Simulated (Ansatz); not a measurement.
Input and command of a plane-wave DFT calculation in Ansatz:

```yaml
crystal:
  lattice:
    - [0.0, 1.8075, 1.7803875]
    - [1.8075, 0.0, 1.7803875]
    - [1.8075, 1.8075, 0.0]
  atoms:
    - { symbol: Cu, position: [0.0, 0.0, 0.0] }
basis:
  ecutwfc: 420
kpoints:
  mp_grid: { grid: [22, 22, 22] }
hamiltonian:
  xc: pbe
scf:
  occupations: { method: gaussian, width: 0.15 }
output:
  forces: true
  stress: true
  eigenvalues: true
  write_density: true
  write_potential: true
  elf: true
  volumetric_format: npy
```

```bash
ansatz run input.yaml --threads 1 --pin off --max-ram 2560MiB --backend cpu --events-out ev --progress --plain --runs-dir out
```

Processor: Intel(R) Xeon(R) Platinum 8488C (Sapphire Rapids), 1 thread, on a host shared with other jobs.

Question: How long does it run, and how much memory does it take?

Answer: About 7.1 s on 1 thread of Intel(R) Xeon(R) Platinum 8488C (Sapphire Rapids), with other jobs on the host, peak memory 0.47 GiB. It solves 14 bands at 834 k points (the mesh reduced by symmetry) with about 241 plane waves, in 6 SCF iterations.
